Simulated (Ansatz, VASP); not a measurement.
Given: the input of a run of VASP 6.6.1 on Mg (Magnesium). 

INCAR

```
SYSTEM = Mg
ALGO = Normal
EDIFF = 1E-7
ENCUT = 520
GGA = PE
ISIF = 2
ISMEAR = 0
LASPH = .True.
LCHARG = .False.
LREAL = .False.
LWAVE = .False.
NELM = 60
PREC = Accurate
SIGMA = 0.022
```

File KPOINTS:

```
k-points
0
Gamma
  10 10 5
  0 0 0
```

Contents of POSCAR:

```
Mg
1.0
    3.2093000000      0.0000000000      0.0000000000
   -1.6046500000      2.7793353284      0.0000000000
    0.0000000000      0.0000000000      5.2103000000
Mg
2
Direct
    0.6666666667      0.3333333333      0.7500000000
    0.3333333333      0.6666666667      0.2500000000
```

Potentials or basis: VASP PAW PBE potentials, release 64 (Mg).

The run is started by

```bash
$ cat potpaw_PBE.64/Mg/POTCAR > POTCAR
$ mpirun -np 1 vasp_std > vasp.out
```

**Question.** Set up the same calculation for Ansatz 0.2.0. Potentials or basis there: all-electron LAPW, scalar-relativistic.

**Answer.** As run (cutoffs and basis follow the program's own potentials, and thresholds, step limits or extra output files can differ):

input.yaml

```yaml
crystal:
  lattice:
    - [3.2093, 0.0, 0.0]
    - [-1.60465, 2.7793353284, 0.0]
    - [0.0, 0.0, 5.2103]
  atoms:
    - { symbol: Mg, position: [0.6666666667, 0.3333333333, 0.75] }
    - { symbol: Mg, position: [0.3333333333, 0.6666666667, 0.25] }
kpoints:
  mp_grid: { grid: [10, 10, 5] }
scf:
  occupations: { method: gaussian, width: 0.022 }
hamiltonian:
  xc: pbe
  pseudopotentials: { kind: all_electron, lapw: { basis_error: 0.001 } }
output:
  forces: true
  stress: true
  eigenvalues: true
```

Potentials or basis: all-electron LAPW, scalar-relativistic.

Launch:

```console
$ ansatz run input.yaml --threads 1 --pin off --max-ram 3072MiB --backend cpu --events-out ev --progress --plain --runs-dir out
```

Both were run:

|  | VASP | Ansatz |
| --- | --- | --- |
| Pressure | -0.6 GPa | -0.5 GPa |

Where Ansatz's input types no cutoff or centring, it takes its own default and a Γ-centred mesh.

Pressure is positive in compression.
